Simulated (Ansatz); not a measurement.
Born–Oppenheimer molecular dynamics of a periodic cell of 12 atoms, ZrO$_{2}$ (start crystal ZrO2, start structure P4_2/nmc, volume 1.15 times the crystal's). It starts from an unrelaxed structure (largest force component 0.69 eV/Å).

Computed with Ansatz, DFT PBEsol, scalar-relativistic, plane waves, PAW. Settings: accuracy low, PAW set soft_1, cutoff 420 eV, k mesh 2x2x2, fermi-dirac smearing 0.24 eV, no spin polarisation.

| Quantity | Value |
| --- | --- |
| ensemble | NVT, Langevin thermostat |
| time step | 1.12 fs |
| steps asked | 200 |
| set temperature | 2800 K |
| friction | 0.02 /fs |
| seed | 583899 |

Frames 11.2 fs apart, positions in Å.

Velocities at 22.4 fs (Å/ps):

```
Zr 4.17 -2.10 4.30
Zr 1.82 -0.93 -3.44
O -10.28 4.11 1.94
O -5.00 -14.36 5.18
O 11.17 6.76 -1.11
O 0.91 7.45 -12.92
Zr 2.41 4.99 -4.22
Zr 3.33 -5.26 -3.44
O 9.69 4.17 3.51
O -10.67 1.55 -16.06
O -5.18 -4.65 -0.28
O -9.25 -9.57 -8.51
```

```xyz
12
Lattice="-3.7719 -3.7719 0.0000 3.7719 -3.7719 0.0000 0.0000 0.0000 5.4743" Properties=species:S:1:pos:R:3 time_fs=22.4 energy_less_start_eV=2.539 T=1316
Zr 0.021 -3.806 0.151
Zr 1.883 -1.967 2.721
O -0.237 -2.110 1.263
O -0.355 -1.904 4.391
O 2.134 -3.813 3.755
O 2.146 -3.537 0.886
Zr -0.021 0.040 -0.107
Zr -1.849 -1.925 2.721
O 0.226 -5.576 1.557
O -0.047 -5.503 3.946
O -1.931 -4.005 3.634
O -1.998 -3.745 0.822
12
Lattice="-3.7719 -3.7719 0.0000 3.7719 -3.7719 0.0000 0.0000 0.0000 5.4743" Properties=species:S:1:pos:R:3 time_fs=33.6 energy_less_start_eV=2.208 T=2376
Zr 0.050 -3.834 0.199
Zr 1.906 -1.985 2.662
O -0.282 -2.016 1.462
O -0.335 -2.002 4.360
O 2.238 -3.781 3.748
O 2.006 -3.459 0.786
Zr 0.005 0.089 -0.168
Zr -1.797 -1.993 2.676
O 0.274 -5.485 1.474
O -0.079 -5.541 3.845
O -1.965 -3.974 3.535
O -2.140 -3.905 0.792
12
Lattice="-3.7719 -3.7719 0.0000 3.7719 -3.7719 0.0000 0.0000 0.0000 5.4743" Properties=species:S:1:pos:R:3 time_fs=44.8 energy_less_start_eV=2.917 T=2877
Zr 0.108 -3.868 0.239
Zr 1.982 -2.035 2.614
O -0.198 -1.975 1.675
O -0.248 -2.110 4.250
O 2.202 -3.837 3.706
O 1.782 -3.321 0.807
Zr 0.000 0.123 -0.246
Zr -1.750 -2.059 2.623
O 0.125 -5.406 1.155
O -0.118 -5.547 3.967
O -2.155 -3.852 3.310
O -2.190 -4.103 0.858
12
Lattice="-3.7719 -3.7719 0.0000 3.7719 -3.7719 0.0000 0.0000 0.0000 5.4743" Properties=species:S:1:pos:R:3 time_fs=56.0 energy_less_start_eV=3.426 T=2847
Zr 0.157 -3.916 0.203
Zr 2.051 -2.106 2.574
O -0.043 -1.915 1.596
O -0.117 -2.247 4.160
O 2.074 -3.887 3.614
O 1.813 -3.114 0.925
Zr 0.000 0.156 -0.337
Zr -1.725 -2.089 2.659
O 0.036 -5.658 1.000
O -0.175 -5.563 4.101
O -2.437 -3.750 3.261
O -2.121 -4.235 0.898
12
Lattice="-3.7719 -3.7719 0.0000 3.7719 -3.7719 0.0000 0.0000 0.0000 5.4743" Properties=species:S:1:pos:R:3 time_fs=67.2 energy_less_start_eV=3.016 T=2724
Zr 0.139 -3.929 0.145
Zr 2.084 -2.140 2.535
O -0.142 -1.869 1.509
O -0.032 -2.321 4.109
O 1.896 -4.025 3.656
O 1.954 -3.148 0.851
Zr 0.070 0.160 -0.407
Zr -1.705 -2.109 2.762
O 0.146 -5.976 1.003
O -0.147 -5.584 4.128
O -2.641 -3.775 3.374
O -1.868 -4.276 0.860
12
Lattice="-3.7719 -3.7719 0.0000 3.7719 -3.7719 0.0000 0.0000 0.0000 5.4743" Properties=species:S:1:pos:R:3 time_fs=78.4 energy_less_start_eV=2.973 T=2756
Zr 0.119 -3.925 0.069
Zr 2.043 -2.153 2.507
O -0.325 -1.895 1.454
O 0.109 -2.375 4.149
O 1.712 -4.030 3.622
O 1.986 -3.382 0.707
Zr 0.148 0.145 -0.380
Zr -1.696 -2.124 2.861
O 0.371 -6.087 1.154
O -0.150 -5.553 3.943
O -2.595 -3.863 3.499
O -1.491 -4.224 0.777
12
Lattice="-3.7719 -3.7719 0.0000 3.7719 -3.7719 0.0000 0.0000 0.0000 5.4743" Properties=species:S:1:pos:R:3 time_fs=89.6 energy_less_start_eV=2.996 T=2480
Zr 0.151 -3.880 0.015
Zr 1.924 -2.175 2.444
O -0.428 -1.986 1.292
O 0.083 -2.324 4.148
O 1.727 -4.014 3.462
O 2.014 -3.576 0.692
Zr 0.148 0.115 -0.376
Zr -1.676 -2.112 2.931
O 0.646 -6.111 1.267
O -0.253 -5.553 3.794
O -2.372 -3.944 3.581
O -1.419 -4.191 0.905
12
Lattice="-3.7719 -3.7719 0.0000 3.7719 -3.7719 0.0000 0.0000 0.0000 5.4743" Properties=species:S:1:pos:R:3 time_fs=100.8 energy_less_start_eV=3.205 T=2304
Zr 0.213 -3.816 -0.053
Zr 1.804 -2.193 2.378
O -0.353 -2.068 1.256
O 0.027 -2.234 3.944
O 1.894 -3.974 3.263
O 2.096 -3.722 0.634
Zr 0.133 0.093 -0.372
Zr -1.660 -2.129 2.947
O 0.721 -6.109 1.279
O -0.269 -5.633 3.780
O -2.261 -3.917 3.665
O -1.640 -4.334 1.139
12
Lattice="-3.7719 -3.7719 0.0000 3.7719 -3.7719 0.0000 0.0000 0.0000 5.4743" Properties=species:S:1:pos:R:3 time_fs=112.0 energy_less_start_eV=2.951 T=2105
Zr 0.232 -3.773 -0.146
Zr 1.692 -2.179 2.297
O -0.213 -2.189 1.182
O 0.072 -2.242 3.910
O 2.063 -3.931 3.204
O 2.009 -3.876 0.528
Zr 0.124 0.097 -0.373
Zr -1.655 -2.115 2.914
O 0.513 -6.034 1.188
O -0.167 -5.757 3.898
O -2.150 -3.772 3.816
O -1.685 -4.566 1.239
12
Lattice="-3.7719 -3.7719 0.0000 3.7719 -3.7719 0.0000 0.0000 0.0000 5.4743" Properties=species:S:1:pos:R:3 time_fs=123.2 energy_less_start_eV=2.609 T=2487
Zr 0.203 -3.752 -0.248
Zr 1.646 -2.181 2.307
O -0.182 -2.309 1.239
O 0.221 -2.208 3.981
O 2.211 -3.908 3.366
O 1.891 -3.909 0.406
Zr 0.116 0.126 -0.351
Zr -1.671 -2.086 2.831
O 0.289 -6.043 1.117
O -0.007 -5.845 4.042
O -1.992 -3.640 3.892
O -1.552 -4.582 1.106
12
Lattice="-3.7719 -3.7719 0.0000 3.7719 -3.7719 0.0000 0.0000 0.0000 5.4743" Properties=species:S:1:pos:R:3 time_fs=134.4 energy_less_start_eV=2.194 T=2872
Zr 0.073 -3.764 -0.332
Zr 1.657 -2.184 2.322
O -0.115 -2.398 1.331
O 0.394 -1.984 3.913
O 2.305 -3.839 3.541
O 1.882 -3.912 0.396
Zr 0.087 0.124 -0.285
Zr -1.664 -2.043 2.754
O 0.141 -6.204 1.254
O 0.204 -5.788 4.128
O -1.779 -3.641 3.912
O -1.410 -4.452 0.942
12
Lattice="-3.7719 -3.7719 0.0000 3.7719 -3.7719 0.0000 0.0000 0.0000 5.4743" Properties=species:S:1:pos:R:3 time_fs=145.6 energy_less_start_eV=2.807 T=2886
Zr -0.038 -3.812 -0.403
Zr 1.689 -2.129 2.382
O 0.029 -2.545 1.421
O 0.455 -1.806 3.718
O 2.330 -3.864 3.519
O 1.883 -3.824 0.471
Zr 0.078 0.094 -0.220
Zr -1.669 -2.040 2.655
O 0.198 -6.396 1.530
O 0.374 -5.648 4.111
O -1.506 -3.654 3.879
O -1.470 -4.269 0.761
```

Of the whole run (224 fs, mean temperature of the second half 2742 K): A run of 0.22 ps of so small a system gives no equilibrium averages. Limits of this set-up: coarse k mesh, PAW files made for another functional, low accuracy level.

The run took 16 min on 1 thread of Arm Neoverse V1, with other jobs on the host, peak memory 0.46 GiB.
